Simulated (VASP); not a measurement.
# GaP and the effect of spin-orbit coupling

The cell as given:

The structure is cubic, space group F-43m (No. 216). Conventional cell: a = 5.451 Å, b = 5.451 Å, c = 5.451 Å, α = 90.00°, β = 90.00°, γ = 90.00°. Around Ga (site symmetry -43m) lie 4 P at 2.36 Å. P (site symmetry -43m) is surrounded by 4 Ga at 2.36 Å.

Kept alike: task relaxation of cell and atoms; functional PBEsol; k mesh 6 × 6 × 6; occupations fermi-dirac, width 0.05 eV. Program: VASP, PBE PAW files Ga_d, P, 600 eV. The mesh is that of the run's cell of 2 atoms.

| spin-orbit coupling | volume (Å³/atom) |
| --- | --- |
| off | 20.095 |
| on | 20.093 |

The relaxations keep at least the cell's symmetry (F-43m). Relaxations stop with a little pressure left, so the last digits of a volume or edge aren't settled. All rows use potentials made for PBE.

Problem. What does spin-orbit coupling change here?

Solution. The volume runs from 20.093 (on) to 20.095 Å³/atom (off). Measured: 20.24 Å³/atom (pmc:10995952, doi:10.1021/acs.cgd.3c01337); nearest off; on, 0.14 Å³/atom off. The runs are for a static lattice.

Spin-orbit coupling leaves the equilibrium volume of GaP unchanged to any meaningful precision: 20.095 Å³/atom without it and 20.093 Å³/atom with it. The sign of so small a difference carries no physical message, and the closer match of the uncoupled run to experiment is no argument for leaving the coupling out.

The insensitivity is expected. Both elements are fairly light, and the bonding states, built from Ga 4s and 4p and P 3s and 3p orbitals, are completely filled. To first order, the coupling splits the p-derived levels about their weighted mean, so the shifts cancel in the sum over occupied states. What remains is a weak higher-order mixing with the empty antibonding states, which barely alters the bond strength or its dependence on volume.

Both volumes fall slightly below the measured one; zero-point and thermal expansion would probably close part of that gap. An unchanged volume doesn't imply unchanged bands, since the coupling still splits the valence-band top at the zone centre.
